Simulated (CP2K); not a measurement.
**Sb: equation of state with PBEsol**

The system is Sb.

```
Sb
1.0
     4.52770    0.00000    0.00000
     0.00000    4.42110    0.00000
    -1.32052    0.00000    6.36435
Sb
4
Direct
  0.33993 0.25000 0.68367
  0.93664 0.75000 0.76276
  0.06336 0.25000 0.23724
  0.66007 0.75000 0.31633
```

This isn't the form of Sb at room conditions, which is rhombohedral.

- Program: CP2K 2026.2
- Task: equation of state
- Functional: PBEsol
- Potentials or basis: POTENTIAL_UZH Sb GTH-PBE-q5; TZVP-MOLOPT-PBE-GTH basis
- Density cutoff: 6123 eV
- k mesh: 6 × 6 × 4
- Occupations: fermi-dirac, width 0.05 eV
- Spin: no spin polarisation
- SCF solver: diagonalisation with k points
- Quickstep method: GPW
- EPS_DEFAULT: 1.0E-10
- EPS_SCF: 1.0E-6
- MAX_SCF: 100
- SCF_GUESS: ATOMIC
- k points reduced by the point group: yes
- Mesh centred on Gamma: yes
- CHOLESKY: OFF
- EPS_EIGVAL: 1.0E-7
- MIXING METHOD: BROYDEN_MIXING
- MIXING ALPHA: 0.4
- NBUFFER: 8
- NGRIDS: 4
- Basis sets: Sb TZVP-MOLOPT-PBE-GTH-q5
- Potentials: Sb GTH-PBE-q5 of POTENTIAL_UZH
- ADDED_MOS: [14]
- REL_CUTOFF (Ry): 60 Ry
- MIXING BETA (1/bohr): 1.5 1/bohr
- CUTOFF of the grids: 450 Ry

The equilibrium volume is 31.77 Å³/atom, the bulk modulus at fixed shape and positions is 52 GPa and the pressure derivative of the bulk modulus is 4.5.

Energy against volume, from the lowest point:
```
volume (Å³/atom)  energy (meV/atom)
          29.938              18.92
          30.575               7.73
          31.212               1.60
          31.849               0.00
          32.486               2.45
          33.123               8.53
          33.760              17.87
```

All runs of the series together: 78 s on 3 threads of Arm Neoverse V1, on a shared host.

Caveat: the cell was scaled at fixed shape and fractional positions, which overstates the stiffness of a crystal with free parameters, most of all of layers and chains; the potentials were made for another functional, which shifts forces and pressure; the basis of atomic orbitals isn't converged, which shifts pressures, moduli and gaps. The run has no spin-orbit coupling, so splittings on Sb are missing.
